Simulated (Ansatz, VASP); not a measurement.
## Ni in VASP and in Ansatz

Contents of INCAR:

```
  PREC = Accurate
  ENCUT = 520
  EDIFF = 1E-7
  ISMEAR = 0
  SIGMA = 0.1
  LREAL = False
  LASPH = True
  NELM = 150
  ALGO = Fast
  ISIF = 2
  LWAVE = False
  LCHARG = False
  ISPIN = 2
  MAGMOM = 0.67
  LORBIT = 11
  LMAXMIX = 4
  GGA = PE
  NBANDS = 15
```

File KPOINTS:

```
Automatic mesh
0
Gamma
  20 20 20
```

File POSCAR:

```
Ni
1.0
   -1.4067040096      1.4067040096      1.4067040096
    1.4067040096     -1.4067040096      1.4067040096
    1.4067040096      1.4067040096     -1.4067040096
Ni
1
Direct
    0.0000000000      0.0000000000      0.0000000000
```

Input for Ansatz:

```yaml
crystal:
  lattice:
    - [-1.4067040096, 1.4067040096, 1.4067040096]
    - [1.4067040096, -1.4067040096, 1.4067040096]
    - [1.4067040096, 1.4067040096, -1.4067040096]
  atoms:
    - { symbol: Ni, position: [0.0, 0.0, 0.0], spin: 0.67 }
basis:
  ecutwfc: 420
kpoints:
  mp_grid: { grid: [20, 20, 20] }
hamiltonian:
  xc: pbe
scf:
  occupations: { method: gaussian, width: 0.1 }
output:
  forces: true
  stress: true
  eigenvalues: true
  populations: true
magnetization:
  spin_polarized: true
```

Alike in both runs: task single point; functional PBE; k mesh 20 × 20 × 20; occupations gaussian, width 0.1 eV; collinear spin.

|  | VASP | Ansatz |
| --- | --- | --- |
| version | VASP 6.6.1 | Ansatz 0.2.0 |
| potentials or method | VASP PAW PBE potentials, release 64 (Ni) | scalar-relativistic, plane waves, PAW |
| plane-wave cutoff (eV) | 520 | 420 |
| valence electrons in the cell | 10 | 18 |

|  | VASP | Ansatz | Ansatz less VASP |
| --- | --- | --- | --- |
| gap on the k mesh at the Fermi level (eV) | none | none | - |
| pressure (GPa) | -2.5 | -2.4 | +0.04 |
| net moment per atom (μB) | 0.57 | 0.58 | +0.007 |
| size of the moment on the site where the two differ most (μB) | 0.58 | 0.61 | +0.029 |

Site moments also hang on the region over which each program counts them. A gap of «none» marks a metal or a gap that the smearing closes. The functional is the same, so the differences come from potentials, cutoffs and numerics. The two sets of potentials don't hold the same shells in valence.
